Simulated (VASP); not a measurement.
All values below come from PBE GGA, VASP's PBE PAW potentials (set 64) (plane waves; VASP).

Input for VASP

### KPOINTS
```
kpoints
0
G
9 9 9
```

POSCAR:
```
Li2O
1.0
  0.0000000000   2.3100000000   2.3100000000
  2.3100000000   0.0000000000   2.3100000000
  2.3100000000   2.3100000000   0.0000000000
Li O
2 1
direct
  0.2500000000   0.2500000000   0.2500000000
  0.7500000000   0.7500000000   0.7500000000
  0.0000000000   0.0000000000   0.0000000000
```

**INCAR**
```
SYSTEM = Li2O
LWAVE = F
LREAL = F   ! projection in real space or not
ALGO = Normal
EDIFF = 1E-7   ! SCF stop (eV)
ISIF = 2   ! forces and stress, cell fixed
LASPH = T   ! aspherical one-centre terms
LORBIT = 11   ! lm-projected
GGA = PE   ! PBE
LCHARG = T
PREC = Accurate
NELM = 100   ! most electronic steps
NEDOS = 601   ! DOS grid
ISMEAR = -5   ! tetrahedra, Bloechl
ENCUT = 520
```

POTCAR, in this order: Li_sv O (PBE.64 set). Program: vasp_std.

The run wrote:

**OSZICAR**
```
       N       E                     dE             d eps       ncg     rms          rms(c)
DAV:   1     0.430832774002E+02    0.43083E+02   -0.63497E+03   700   0.129E+03
DAV:   2    -0.109668490246E+02   -0.54050E+02   -0.52255E+02   810   0.243E+02
DAV:   3    -0.160676095369E+02   -0.51008E+01   -0.50832E+01  1264   0.619E+01
DAV:   4    -0.161243992264E+02   -0.56790E-01   -0.56735E-01   904   0.776E+00
DAV:   5    -0.161250695269E+02   -0.67030E-03   -0.67026E-03  1074   0.563E-01    0.749E+00
DAV:   6    -0.143810085508E+02    0.17441E+01   -0.97251E+00   702   0.198E+01    0.288E+00
DAV:   7    -0.143480796822E+02    0.32929E-01   -0.23339E-01   796   0.408E+00    0.148E+00
DAV:   8    -0.143476168025E+02    0.46288E-03   -0.58749E-02   848   0.303E+00    0.357E-01
DAV:   9    -0.143465090041E+02    0.11078E-02   -0.70377E-03   896   0.775E-01    0.108E-01
DAV:  10    -0.143469973462E+02   -0.48834E-03   -0.97491E-04   756   0.257E-01    0.512E-02
DAV:  11    -0.143469794015E+02    0.17945E-04   -0.42058E-05   960   0.832E-02    0.114E-02
DAV:  12    -0.143469813277E+02   -0.19262E-05   -0.56359E-06   864   0.239E-02    0.267E-03
DAV:  13    -0.143469814643E+02   -0.13661E-06   -0.82307E-07   862   0.928E-03    0.100E-03
DAV:  14    -0.143469814055E+02    0.58792E-07   -0.29239E-08   554   0.210E-03
   1 F= -.14346981E+02 E0= -.14346981E+02  d E =0.000000E+00
```

### OUTCAR
```
------------------------ aborting loop because EDIFF is reached ----------------------------------------
  FORCE on cell =-STRESS in cart. coord.  units (eV):
  Direction    XX          YY          ZZ          XY          YZ          ZX
  --------------------------------------------------------------------------------------
  Total        0.0485150      0.0485150      0.0485150      0.0000000      0.0000000     -0.0000000
  in kB        3.1529790      3.1529790      3.1529790      0.0000000      0.0000000     -0.0000000
  external PRESSURE =       3.1529790 kB  Pullay stress =       0.0000000 kB
  volume of cell :       24.65
      direct lattice vectors                 reciprocal lattice vectors
     0.000000000  2.310000000  2.310000000    -0.216450216  0.216450216  0.216450216
     2.310000000  0.000000000  2.310000000     0.216450216 -0.216450216  0.216450216
     2.310000000  2.310000000  0.000000000     0.216450216  0.216450216 -0.216450216
 POSITION                                       TOTAL-FORCE (eV/Angst)
 -----------------------------------------------------------------------------------
      1.15500      1.15500      1.15500        -0.000000     -0.000000     -0.000000
      3.46500      3.46500      3.46500         0.000000      0.000000      0.000000
      0.00000      0.00000      0.00000         0.000000      0.000000      0.000000
 -----------------------------------------------------------------------------------
    total drift:                               -0.000000      0.000000      0.000000
  FREE ENERGIE OF THE ION-ELECTRON SYSTEM (eV)
  ---------------------------------------------------
  free  energy   TOTEN  =       -14.3469814055 eV

  energy  without entropy=      -14.3469814055  energy(sigma->0) =      -14.34698141

 total charge

# of ion       s       p       d       tot
------------------------------------------
    1        2.035   0.082   0.000   2.118
    2        2.035   0.082   0.000   2.118
    3        1.534   3.499   0.000   5.034
--------------------------------------------------
tot          5.605   3.664   0.000   9.269
```
(Selected blocks of OUTCAR.)

OUTCAR:
```
 val. band max:        1.3395746804   @ k =   0.0000   0.0000   0.0000

 cond. band min:       6.4118799065   @ k =   0.4444   0.4444   0.0000


 Fermi energy:         1.3529830776

 k-point     1 :       0.0000    0.0000    0.0000
  band No.  band energies     occupation
      1     -41.6552      2.00000
      2     -41.3250      2.00000
      3     -14.1082      2.00000
      4       1.3396      2.00000
      5       1.3396      2.00000
      6       1.3396      2.00000
      7       6.6133      0.00000
      8      13.2700      0.00000
      9      13.2700      0.00000
     10      13.2700      0.00000

 k-point     2 :       0.1111    0.0000    0.0000
  band No.  band energies     occupation
      1     -41.6436      2.00000
      2     -41.3336      2.00000
      3     -14.0843      2.00000
      4       0.9272      2.00000
      5       1.2819      2.00000
      6       1.2819      2.00000
      7       6.9493      0.00000
      8      13.2895      0.00000
      9      13.4456      0.00000
     10      13.4456      0.00000

 k-point     3 :       0.2222    0.0000    0.0000
  band No.  band energies     occupation
      1     -41.6109      2.00000
      2     -41.3586      2.00000
      3     -14.0211      2.00000
      4       0.0267      2.00000
      5       1.1431      2.00000
      6       1.1431      2.00000
      7       7.7727      0.00000
      8      13.1597      0.00000
      9      13.7215      0.00000
     10      13.7215      0.00000

 k-point     4 :       0.3333    0.0000    0.0000
  band No.  band energies     occupation
      1     -41.5627      2.00000
      2     -41.3983      2.00000
      3     -13.9445      2.00000
      4      -0.8453      2.00000
      5       0.9964      2.00000
      6       0.9964      2.00000
      7       8.8773      0.00000
      8      12.5812      0.00000
      9      13.6515      0.00000
     10      13.6515      0.00000

 k-point     5 :       0.4444    0.0000    0.0000
...
```

The compound is Li2O in the antifluorite structure. The cell was not relaxed at this level.
